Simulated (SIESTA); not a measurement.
The system is Ag.

```xyz
1
Lattice="0.0000 2.0427 2.0427 2.0427 0.0000 2.0427 2.0427 2.0427 0.0000" Properties=species:S:1:pos:R:3 pbc="T T T"
Ag    0.0000    0.0000    0.0000
```

Program: SIESTA 5.4.2. Alike in all runs: no spin polarisation; cell as given; k mesh 11 × 11 × 11; smearing fermi-dirac 0.05 eV; grid cutoff 800 Ry.

**Question.** Order these runs on this cell by their pressure, lowest first.
A. level BLYP; potentials or basis PseudoDojo 0.4 standard (PBE files), DZP (energy shift 0.002 Ry); energy shift 0.002 Ry
B. level PBE; potentials or basis PseudoDojo 0.4 standard (PBE files), DZP (energy shift 0.003 Ry; two zetas on semicore shells); energy shift 0.003 Ry
C. level OLYP; potentials or basis PseudoDojo 0.4 standard (PBE files), DZP (energy shift 0.002 Ry); energy shift 0.002 Ry
D. level AM05; potentials or basis PseudoDojo 0.4 standard (PBEsol files), DZP (energy shift 0.002 Ry); energy shift 0.002 Ry
E. level LDA-PZ; potentials or basis PseudoDojo 0.4 standard (LDA files), DZP (energy shift 0.002 Ry); energy shift 0.002 Ry

**Answer.** E (-6.8 GPa), D (-1.7 GPa), B (4.8 GPa), C (7.5 GPa), A (12.7 GPa).

Caveats: the basis of atomic orbitals isn't converged, which shifts pressures, moduli and gaps; semicore shells carry a single zeta, which can move pressures by several GPa and volumes by a few percent (some runs); the potentials were made for another functional, which shifts forces and pressure (some runs); short orbitals over semicore shells can move pressures by several GPa (some runs).

Not every run made on this cell is shown here.
